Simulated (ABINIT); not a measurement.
# GaP (F-43m) in ABINIT: a series of runs

One crystal, GaP, is run at these levels: PBEsol; tasks: relaxation of cell and atoms, single point.

All numbers are computed with ABINIT 10.8.3 (patched build); they aren't measurements. Logs are shortened: lines on timing, memory, paths and dates and some standing lists are left out, and cuts for length are marked. The log counts tension as positive stress, the text compression.

### 1 The structure

Symmetry: F-43m, No. 216, cubic system. The conventional cell has a = 5.451 Å, b = 5.451 Å, c = 5.451 Å, α = 90.00°, β = 90.00°, γ = 90.00°. Around Ga (site symmetry -43m) lie 4 P at 2.36 Å. P (site symmetry -43m) has 4 Ga at 2.36 Å as nearest neighbours.

### 2 Relaxation of cell and atoms, PBEsol

run.abi

```
pp_dirpath "./"
pseudos "Ga.upf, P.upf"

acell 7.2831660764 7.2831660764 7.2831660764
rprim
     0.0000000000     0.7071067812     0.7071067812
     0.7071067812     0.0000000000     0.7071067812
     0.7071067812     0.7071067812     0.0000000000
ntypat 2
znucl 31 15
natom 2
typat 1 2
chkprim 0
chksymtnons 0
tolsym 1.0e-6
xred
            0.0            0.0            0.0
            3/4            3/4            3/4

ecut 40.0
ecutsm 0.5

kptopt 1
ngkpt 6 6 6
nshiftk 1
shiftk 0.0 0.0 0.0

ixc -116133

nband 13
occopt 3
tsmear 0.00183747

nstep 80
tolvrs 1.0e-12

iomode 3
prteig 0
prtebands 0
prtwf 0
prtden 0

ionmov 2
optcell 2
ntime 50
tolmxf 2.0e-5
dilatmx 1.08
```

Potentials or basis: PseudoDojo NC SR PBEsol v0.4.1 standard.

Run with:

```
$ abinit run.abi > log 2>&1
```

run.abo:

```text
.Version 10.8.3 of ABINIT
 Symmetries : space group F-4 3 m (#216); Bravais cF (face-center cubic)
================================================================================
 Values of the parameters that define the memory need of the present run
     intxc =       0    ionmov =       2      iscf =       7    lmnmax =       6
     lnmax =       6     mgfft =      48  mpssoang =       3    mqgrid =    3001
     natom =       2  nloc_mem =       1    nspden =       1   nspinor =       1
    nsppol =       1      nsym =      24    n1xccc =    2501    ntypat =       2
    occopt =       3   xclevel =       2
       mpw =        4175          nfft =      110592          nkpt =          16
================================================================================
================================================================================

--------------------------------------------------------------------------------
------------- Echo of variables that govern the present computation ------------
--------------------------------------------------------------------------------
 -outvars: echo values of preprocessed input variables --------
            acell      7.2831660764E+00  7.2831660764E+00  7.2831660764E+00 Bohr
              amu      6.97230000E+01  3.09737620E+01
          chkprim           0
      chksymtnons           0
          dilatmx      1.08000000E+00
             ecut      4.00000000E+01 Hartree
           ecutsm      5.00000000E-01 Hartree
           ionmov           2
              ixc     -116133
         kptrlatt        6    0    0      0    6    0      0    0    6
          kptrlen      4.36989965E+01
            natom           2
            nband          13
            ngfft          48      48      48
             nkpt          16
            nstep          80
             nsym          24
            ntime          50
           ntypat           2
           occopt           3
          optcell           2
           prtden           0
        prtebands           0
           prteig           0
            prtwf           0
            rprim      0.0000000000E+00  7.0710678120E-01  7.0710678120E-01
                       7.0710678120E-01  0.0000000000E+00  7.0710678120E-01
                       7.0710678120E-01  7.0710678120E-01  0.0000000000E+00
          spgroup         216
           tolmxf      2.00000000E-05
           tolsym      1.00000000E-06
           tolvrs      1.00000000E-12
           tsmear      1.83747000E-03 Hartree
            typat      1  2
           xangst      0.0000000000E+00  0.0000000000E+00  0.0000000000E+00
                       4.0878749973E+00  4.0878749973E+00  4.0878749973E+00
            xcart      0.0000000000E+00  0.0000000000E+00  0.0000000000E+00
                       7.7249641818E+00  7.7249641818E+00  7.7249641818E+00
             xred      0.0000000000E+00  0.0000000000E+00  0.0000000000E+00
                       7.5000000000E-01  7.5000000000E-01  7.5000000000E-01
            znucl       31.00000   15.00000

================================================================================

 chkinp: Checking input parameters for consistency.

================================================================================
== DATASET  1 ==================================================================

--- !DatasetInfo
iteration_state: {dtset: 1, }
dimensions: {natom: 2, nkpt: 16, mband: 13, nsppol: 1, nspinor: 1, nspden: 1, mpw: 4175, }
cutoff_energies: {ecut:  40.0, pawecutdg:  -1.0, }
electrons: {nelect:   1.80000000E+01, charge:   0.00000000E+00, occopt:   3.00000000E+00, tsmear:   1.83747000E-03, }
meta: {optdriver: 0, ionmov: 2, optcell: 2, iscf: 7, paral_kgb: 0, }
...

 Real(R)+Recip(G) space primitive vectors, cartesian coordinates (Bohr,Bohr^-1):
 R(1)=  0.0000000  5.1499761  5.1499761  G(1)= -0.0970878  0.0970878  0.0970878
 R(2)=  5.1499761  0.0000000  5.1499761  G(2)=  0.0970878 -0.0970878  0.0970878
 R(3)=  5.1499761  5.1499761  0.0000000  G(3)=  0.0970878  0.0970878 -0.0970878
 Unit cell volume ucvol=  2.7317795E+02 bohr^3
 Angles (23,13,12)=  6.00000000E+01  6.00000000E+01  6.00000000E+01 degrees

 getcut: wavevector=  0.0000  0.0000  0.0000  ngfft=  48  48  48
         ecut(hartree)=     46.656   => boxcut(ratio)=   2.14339

--- Pseudopotential description ------------------------------------------------
- pspini: atom type   1  psp file is ./Ga.upf
  31.00000  13.00000  180301                  znucl, zion, pspdat
12 -116133 2 -1 1902                          pspcod,pspxc,lmax,lloc,mmax
     nproj     2     2     2

- pspini: atom type   2  psp file is ./P.upf
  15.00000   5.00000  180301                  znucl, zion, pspdat
12 -116133 2 -1 1298                          pspcod,pspxc,lmax,lloc,mmax
     nproj     2     2     2

   5.72794177E+02                                ecore*ucvol(ha*bohr**3)
--------------------------------------------------------------------------------

================================================================================

=== [ionmov= 2] Broyden-Fletcher-Goldfarb-Shanno method (forces)
================================================================================

--- Iteration: ( 1/50) Internal Cycle: (1/1)
--------------------------------------------------------------------------------

---SELF-CONSISTENT-FIELD CONVERGENCE--------------------------------------------

--- !BeginCycle
iteration_state: {dtset: 1, itime: 1, icycle: 1, }
solver: {iscf: 7, nstep: 80, nline: 4, wfoptalg: 0, }
tolerances: {tolvrs: 1.00E-12, }
...
[... 165 lines left out ...]
  1.68290326447149E-29  1.68290326447149E-29 -1.68290326447149E-29
 Scale of Primitive Cell (acell) [bohr]
  7.27971260788547E+00  7.27971260788547E+00  7.27971260788547E+00
 Real space primitive translations (rprimd) [bohr]
  0.00000000000000E+00  5.14753415012502E+00  5.14753415012502E+00
  5.14753415012502E+00  0.00000000000000E+00  5.14753415012502E+00
  5.14753415012502E+00  5.14753415012502E+00  0.00000000000000E+00
 Unitary Cell Volume (ucvol) [Bohr^3]=  2.72789534835001E+02
 Angles (23,13,12)= [degrees]
  6.00000000000000E+01  6.00000000000000E+01  6.00000000000000E+01
 Lengths [Bohr]
  7.27971260788547E+00  7.27971260788547E+00  7.27971260788547E+00
 Stress tensor in cartesian coordinates (strten) [Ha/bohr^3]
  1.17966077012128E-05  0.00000000000000E+00  0.00000000000000E+00
  0.00000000000000E+00  1.17966077012137E-05  0.00000000000000E+00
  0.00000000000000E+00  0.00000000000000E+00  1.17966077012111E-05
 Total energy (etotal) [Ha]= -8.33016399188737E+01

 Difference of energy with previous step (new-old):
           Absolute (Ha)=-5.36736E-06
           Relative     =-6.44328E-08

--- Iteration: ( 3/50) Internal Cycle: (1/1)
--------------------------------------------------------------------------------

---SELF-CONSISTENT-FIELD CONVERGENCE--------------------------------------------

--- !BeginCycle
iteration_state: {dtset: 1, itime: 3, icycle: 1, }
solver: {iscf: 7, nstep: 80, nline: 4, wfoptalg: 0, }
tolerances: {tolvrs: 1.00E-12, }
...
[... 67 lines left out ...]
  6.73161305788597E-29  6.46454090286039E-46 -6.73161305788597E-29
 Scale of Primitive Cell (acell) [bohr]
  7.26960765596052E+00  7.26960765596052E+00  7.26960765596052E+00
 Real space primitive translations (rprimd) [bohr]
  0.00000000000000E+00  5.14038887009533E+00  5.14038887009533E+00
  5.14038887009533E+00  0.00000000000000E+00  5.14038887009533E+00
  5.14038887009533E+00  5.14038887009533E+00  0.00000000000000E+00
 Unitary Cell Volume (ucvol) [Bohr^3]=  2.71655135417964E+02
 Angles (23,13,12)= [degrees]
  6.00000000000000E+01  6.00000000000000E+01  6.00000000000000E+01
 Lengths [Bohr]
  7.26960765596052E+00  7.26960765596052E+00  7.26960765596052E+00
 Stress tensor in cartesian coordinates (strten) [Ha/bohr^3]
 -1.31306543719664E-07  0.00000000000000E+00  0.00000000000000E+00
  0.00000000000000E+00 -1.31306543719664E-07  0.00000000000000E+00
  0.00000000000000E+00  0.00000000000000E+00 -1.31306543722266E-07
 Total energy (etotal) [Ha]= -8.33016465751070E+01

 Difference of energy with previous step (new-old):
           Absolute (Ha)=-6.65623E-06
           Relative     =-7.99052E-08

 At Broyd/MD step   3, gradients are converged :
  max grad (force/stress) = 1.3131E-05 < tolmxf= 2.0000E-05 ha/bohr (free atoms)

================================================================================

 ----iterations are completed or convergence reached----

 Mean square residual over all n,k,spin=   17.302E-14; max=  26.290E-12
 reduced coordinates (array xred) for    2 atoms
       0.000000000000      0.000000000000     -0.000000000000
       0.750000000000      0.750000000000      0.750000000000
 rms dE/dt=  7.7730E-29; max dE/dt=  1.3463E-28; dE/dt below (all hartree)
    1      -0.000000000000      0.000000000000      0.000000000000
    2       0.000000000000      0.000000000000      0.000000000000

 cartesian coordinates (angstrom) at end:
    1     -0.00000000000000    -0.00000000000000     0.00000000000000
    2      4.08026496508270     4.08026496508270     4.08026496508270

 cartesian forces (hartree/bohr) at end:
    1     -0.00000000000000     0.00000000000000     0.00000000000000
    2      0.00000000000000    -0.00000000000000    -0.00000000000000
 frms,max,avg= 1.0692458E-29 1.3095533E-29   0.000E+00  0.000E+00  0.000E+00 h/b

 cartesian forces (eV/Angstrom) at end:
    1     -0.00000000000000     0.00000000000000     0.00000000000000
    2      0.00000000000000    -0.00000000000000    -0.00000000000000
 frms,max,avg= 5.4982828E-28 6.7339937E-28   0.000E+00  0.000E+00  0.000E+00 e/A
 length scales=  7.269607655961  7.269607655961  7.269607655961 bohr
              =  3.846910701130  3.846910701130  3.846910701130 angstroms
 Fermi (or HOMO) energy (hartree) =   0.18953   Average Vxc (hartree)=  -0.36905
 Eigenvalues (hartree) for nkpt=  16  k points:
 kpt#   1, nband= 13, wtk=  0.00463, kpt=  0.0000  0.0000  0.0000 (reduced coord)
  -0.37408   -0.37408   -0.37408   -0.37039   -0.37039   -0.29953    0.16221    0.16221
   0.16221    0.22761    0.30257    0.30257    0.30257
      occupation numbers for kpt#   1
   2.00000    2.00000    2.00000    2.00000    2.00000    2.00000    2.00000    2.00000
   2.00000    0.00000    0.00000    0.00000    0.00000
 prteigrs : prtvol=0 or 1, do not print more k-points.

--- !EnergyTerms
iteration_state     : {dtset: 1, itime: 3, icycle: 1, }
comment             : Components of total free energy in Hartree
kinetic             :  6.51760067484764E+01
hartree             :  2.60449406729045E+01
xc                  : -2.27650686215420E+01
Ewald energy        : -4.83287813234690E+01
psp_core            :  2.10853432423735E+00
local_psp           : -6.85232197171598E+01
non_local_psp       : -3.70140586579683E+01
internal            : -8.33016465745209E+01
'-kT*entropy'       : -5.86103010140158E-10
total_energy        : -8.33016465751070E+01
total_energy_eV     : -2.26675327988144E+03
band_energy         : -3.94349325255312E+00
...

 Cartesian components of stress tensor (hartree/bohr^3)
  sigma(1 1)= -1.31306544E-07  sigma(3 2)=  0.00000000E+00
  sigma(2 2)= -1.31306544E-07  sigma(3 1)=  0.00000000E+00
  sigma(3 3)= -1.31306544E-07  sigma(2 1)=  0.00000000E+00

-Cartesian components of stress tensor (GPa)         [Pressure=  3.8632E-03 GPa]
- sigma(1 1)= -3.86317189E-03  sigma(3 2)=  0.00000000E+00
- sigma(2 2)= -3.86317189E-03  sigma(3 1)=  0.00000000E+00
- sigma(3 3)= -3.86317189E-03  sigma(2 1)=  0.00000000E+00

== END DATASET(S) ==============================================================
================================================================================

 -outvars: echo values of variables after computation  --------
            acell      7.2696076560E+00  7.2696076560E+00  7.2696076560E+00 Bohr
           etotal     -8.3301646575E+01
            fcart     -1.3095532708E-29  3.6347404830E-46  1.3095532708E-29
                       1.3095532708E-29 -3.6347404830E-46 -1.3095532708E-29
            rprim      0.0000000000E+00  7.0710678119E-01  7.0710678119E-01
                       7.0710678119E-01  0.0000000000E+00  7.0710678119E-01
                       7.0710678119E-01  7.0710678119E-01  0.0000000000E+00
           strten     -1.3130654372E-07 -1.3130654372E-07 -1.3130654372E-07
                       0.0000000000E+00  0.0000000000E+00  0.0000000000E+00
           xangst     -6.8402430001E-30 -6.8402430001E-30  2.0520729000E-29
                       4.0802649651E+00  4.0802649651E+00  4.0802649651E+00
             xred      3.7719478715E-30  3.7719478715E-30 -6.2865797858E-30
                       7.5000000000E-01  7.5000000000E-01  7.5000000000E-01
 Calculation completed.
```

It took 100 s on 1 thread of Intel Xeon Platinum 8375C at 2.90GHz (Ice Lake), shared host; peak memory 0.1 GiB.

What came out:

| Quantity | Value |
| --- | --- |
| Free energy | -2266.7533 eV |
| Relaxed volume | 20.13 Å³/atom |
| Relaxed cell | a = 3.847 Å, b = 3.847 Å, c = 3.847 Å, α = 60.00°, β = 60.00°, γ = 60.00° |
| Space group after relaxing (to 0.05 Å) | F-43m (No. 216) |
| Energy gained by relaxing | 0.2 meV/atom |
| Ionic steps | 3 |
| Pressure after relaxing | 0.0 GPa |
| Band gap on the k mesh | 1.50 eV, indirect (least direct gap 1.78 eV) |

The path:
```tsv
step	energy change (eV)	largest force (eV/Å)	pressure (GPa)	volume (Å³)
1	0.0000	0.0000	-0.47	40.48
2	-0.0001	0.0000	-0.35	40.42
3	-0.0003	0.0000	0.00	40.26
```

Final structure:
```cif
data_structure
_symmetry_space_group_name_H-M 'P 1'
_symmetry_Int_Tables_number 1
_cell_length_a 3.8469
_cell_length_b 3.8469
_cell_length_c 3.8469
_cell_angle_alpha 60.000
_cell_angle_beta 60.000
_cell_angle_gamma 60.000
_cell_volume 40.26
loop_
_atom_site_label
_atom_site_type_symbol
_atom_site_fract_x
_atom_site_fract_y
_atom_site_fract_z
_atom_site_occupancy
Ga1 Ga 0.00000 0.00000 0.00000 1
P1 P 0.75000 0.75000 0.75000 1
```

### 3 Single point, PBEsol (cell relaxed)

run.abi

```
# Pseudopotentials
pp_dirpath "./"
pseudos "Ga.upf, P.upf"

# Structure
acell 7.2696076687 7.2696076687 7.2696076687
rprim
     0.0000000000     0.7071067812     0.7071067812
     0.7071067812     0.0000000000     0.7071067812
     0.7071067812     0.7071067812     0.0000000000
ntypat 2
znucl 31 15
natom 2
typat 1 2
xred
     0.0000000000     0.0000000000     0.0000000000
     0.7500000000     0.7500000000     0.7500000000
chkprim 0
chksymtnons 0
tolsym 1.0e-6

# Plane-wave basis
ecut 1088.455450 eV

# k points
kptopt 1
ngkpt 6 6 6
nshiftk 1
shiftk 0.0 0.0 0.0

# Exchange and correlation
ixc -116133

# Bands and occupations
nband 13
occopt 3
tsmear 0.00183747

# SCF cycle
nstep 100
tolvrs 1.0e-10

# Output
iomode 3
prtwf 0
prteig 0
prtebands 0
prtvol 2
prtden 1
prtvha 1
prtvclmb 1
prtpot 1
prtelf 1
```

Potentials or basis: PseudoDojo NC SR PBEsol v0.4.1 standard.

Run with:

```
$ abinit run.abi > log 2>&1
```

Run time: 28 s. Hardware: 1 thread of Intel Xeon Platinum 8375C at 2.90GHz (Ice Lake), shared host; peak memory 0.09 GiB.

Results (log left out):

* Free energy: -2266.7534 eV
* Pressure: 0.0 GPa
* Band gap on the k mesh: 1.50 eV, indirect (least direct gap 1.78 eV)
* Valence electrons inside the program's atomic spheres: Ga 10.85; P 2.79

Levels at points of the mesh, in eV from the valence-band top:
```tsv
k point	band 7	band 8	band 9	band 10	band 11	band 12
(0.00, 0.00, 0.00)	0.00	0.00	0.00	1.78	3.82	3.82
(0.50, 0.00, 0.00)	-6.73	-1.14	-1.14	1.59	4.64	4.64
(0.50, 0.50, 0.00)	-6.83	-2.73	-2.73	1.50	1.71	10.56
```

### 4 Relaxation of cell and atoms, PBEsol

run.abi

```
pp_dirpath "./"
pseudos "Ga.upf, P.upf"

acell 3*1.0
rprim
     0.0000000000     5.1499761211     5.1499761211
     5.1499761211     0.0000000000     5.1499761211
     5.1499761211     5.1499761211     0.0000000000
ntypat 2
znucl 31 15
natom 2
typat 1 2
chkprim 0
chksymtnons 0
tolsym 1.0e-6
xred
            0.0            0.0            0.0
            3/4            3/4            3/4

ecut 40.0
ecutsm 0.5

kptopt 1
ngkpt 6 6 6
nshiftk 1
shiftk 0.0 0.0 0.0

ixc -116133

nband 13
occopt 3
tsmear 0.05 eV

nstep 80
tolvrs 1.0e-12

iomode 3
prteig 0
prtebands 0
prtwf 0
prtden 0

ionmov 2
optcell 2
ntime 50
tolmxf 2.0e-5
dilatmx 1.08
```

Run with:

```
$ abinit run.abi > log 2>&1
```

Wall time 2.3 min (1 thread of Intel Xeon at 2.70GHz, shared host); peak memory 0.11 GiB.

It converged, with:

```yaml
Free_energy: -2266.7533 eV
Relaxed_volume: 20.13 Å³/atom
Relaxed_cell: a = 3.847 Å, b = 3.847 Å, c = 3.847 Å, α = 60.00°, β = 60.00°, γ = 60.00°
Space_group_after_relaxing_to_0.05_Å: F-43m (No. 216)
Energy_gained_by_relaxing: 0.2 meV/atom
Ionic_steps: 3
Pressure_after_relaxing: 0.0 GPa
Band_gap_on_the_k_mesh: 1.50 eV, indirect (least direct gap 1.78 eV)
```

Step by step:
| step | energy change (eV) | largest force (eV/Å) | pressure (GPa) | volume (Å³) |
| --- | --- | --- | --- | --- |
| 1 | 0.0000 | 0.0000 | -0.47 | 40.48 |
| 2 | -0.0001 | 0.0000 | -0.35 | 40.42 |
| 3 | -0.0003 | 0.0000 | 0.00 | 40.26 |

Final structure:
```
CELL_PARAMETERS angstrom
0.00000 2.72018 2.72018
2.72018 0.00000 2.72018
2.72018 2.72018 0.00000
ATOMIC_POSITIONS crystal
Ga 0.00000 0.00000 0.00000
P 0.75000 0.75000 0.75000
```

A k mesh can miss the band edges.

### 5 Single point, PBEsol (cell relaxed)

run.abi

```
# Pseudopotentials
pp_dirpath "./"
pseudos "Ga.upf, P.upf"

# Structure
acell 3*1.0
rprim
     0.0000000000     5.1403888791     5.1403888791
     5.1403888791     0.0000000000     5.1403888791
     5.1403888791     5.1403888791     0.0000000000
ntypat 2
znucl 31 15
natom 2
typat 1 2
xred
     0.0000000000     0.0000000000     0.0000000000
     0.7500000000     0.7500000000     0.7500000000
chkprim 0
chksymtnons 0
tolsym 1.0e-6

# Plane-wave basis
ecut 1088.455450 eV

# k points
kptopt 1
ngkpt 6 6 6
nshiftk 1
shiftk 0.0 0.0 0.0

# Exchange and correlation
ixc -116133

# Bands and occupations
nband 13
occopt 3
tsmear 0.05 eV

# SCF cycle
nstep 100
tolvrs 1.0e-10

# Output
iomode 3
prtwf 0
prteig 0
prtebands 0
prtden 1
prtvha 1
prtvclmb 1
prtpot 1
prtelf 1
```

Run with:

```
$ abinit run.abi > log 2>&1
```

Run time: 40 s. Hardware: 1 thread of Intel Xeon at 2.70GHz, shared host; peak memory 0.09 GiB.

The run converged. Its results:

```yaml
Free_energy: -2266.7534 eV
Pressure: 0.0 GPa
Band_gap_on_the_k_mesh: 1.50 eV, indirect (least direct gap 1.78 eV)
Valence_electrons_inside_the_program's_atomic_spheres: Ga 10.85; P 2.79
```

Levels at points of the mesh, in eV from the valence-band top:
```tsv
k point	band 5	band 6	band 7	band 8	band 9	band 10	band 11	band 12	band 13
(0.00, 0.00, 0.00)	-14.49	-12.56	0.00	0.00	0.00	1.78	3.82	3.82	3.82
(0.50, 0.00, 0.00)	-14.49	-10.46	-6.73	-1.14	-1.14	1.59	4.64	4.64	8.10
(0.50, 0.50, 0.00)	-14.47	-9.54	-6.83	-2.73	-2.73	1.50	1.71	10.56	10.56
```
